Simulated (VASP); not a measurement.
Write the native input for VASP 6.6.1 that does the following.

* Task: relaxation of cell and atoms
* Functional: PBE
* Potentials or basis: VASP PAW PBE potentials, release 64 (Mo_sv)
* Cutoff: 520 eV
* k mesh: 12 × 12 × 12
* Occupations: gaussian, width 0.1 eV
* Spin: no spin polarisation
* Further INCAR settings: ALGO = Normal; EDIFF = 1e-07; IBRION = 2; EDIFFG = -0.002; NSW = 80; ISIF = 3

The structure of Mo lies in POSCAR:

```
Mo
1.0
   -1.5734150000      1.5734150000      1.5734150000
    1.5734150000     -1.5734150000      1.5734150000
    1.5734150000      1.5734150000     -1.5734150000
Mo
1
Direct
    0.0000000000      0.0000000000      0.0000000000
```

The input as run:

INCAR

```
SYSTEM = Mo
PREC = Accurate
ENCUT = 520
EDIFF = 1E-7
ISMEAR = 0
SIGMA = 0.1
LREAL = .False.
LASPH = .True.
NELM = 60
ALGO = Normal
ISIF = 3
LWAVE = .False.
LCHARG = .False.
GGA = PE
IBRION = 2
NSW = 80
EDIFFG = -0.002
```

KPOINTS

```
Automatic mesh
0
Gamma
  12 12 12
  0 0 0
```

Potentials or basis: VASP PAW PBE potentials, release 64 (Mo_sv).

Command:

```bash
$ cat potpaw_PBE.64/Mo_sv/POTCAR > POTCAR
$ mpirun -np 1 vasp_std > vasp.out
```

Results of the run:

| Quantity | Value |
| --- | --- |
| Relaxed volume | 15.81 Å³/atom |
| Relaxed cell | a = 2.738 Å, b = 2.738 Å, c = 2.738 Å, α = 109.47°, β = 109.47°, γ = 109.47° |
| Space group after relaxing (to 0.05 Å) | Im-3m (No. 229) |
| Energy gained by relaxing | 2.7 meV/atom |
| Ionic steps | 16 |
| Pressure after relaxing | 0.0 GPa |
| Band gap on the k mesh | none (metal or under the smearing width) |

It took 28 s on 1 thread of Intel(R) Xeon(R) Platinum 8559C (Emerald Rapids) (shared host), peak memory 0.13 GiB.
